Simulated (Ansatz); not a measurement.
SiO2, one structure, two calculations

Cell: a computed structure from the Materials Project (it need not be an observed phase), atoms as given.

Space group I4/mmm (No. 139); a = 13.0341, c = 5.2481 Å.

```csv
site,Wyckoff,site symmetry,x,y,z
Si,16l,m..,0.3813,0.2102,0.0000
O9,16k,..2,0.8571,0.6429,0.2500
O17,8j,m2m.,0.5000,0.2430,0.0000
O21,8h,m.2m,0.3133,0.3133,0.0000
```

One atom of each set is listed; the run and its k-mesh use a cell of 24 atoms with edges of 9.58, 9.58, 9.58 Å.

First run. Level of theory: DFT, PBE, plane waves and PAW, scalar-relativistic, 420 eV cutoff, Γ-centred 5×5×5 k-points, Fermi–Dirac smearing 0.02 eV (Ansatz 0.2.0).

| site | V_zz (10²¹ V/m²) | η |
| --- | --- | --- |
| Si | 0.92 | 0.37 |
| O9 | 9.57 | 0.12 |
| O17 | 9.54 | 0.18 |
| O21 | 9.71 | 0.07 |

Second run. The same atoms and settings, except that the functional is r2SCAN and the cutoff is 500 eV.

Task: What does the second run give?

Result: 

| site | V_zz | η | change of V_zz |
| --- | --- | --- | --- |
| Si | 0.89 | 0.40 | -0.03 |
| O9 | 9.45 | 0.13 | -0.12 |
| O17 | 9.44 | 0.18 | -0.10 |
| O21 | 9.56 | 0.07 | -0.15 |

The largest change of V_zz is on O21, from 9.71 to 9.56. In per cent, |V_zz| changes by -4 on Si, -1 on O (all sites that start above 0.5).

For the first run: The largest force is 0.3 eV/Å, so the atoms aren't at the calculated equilibrium and relaxing them would move these values.
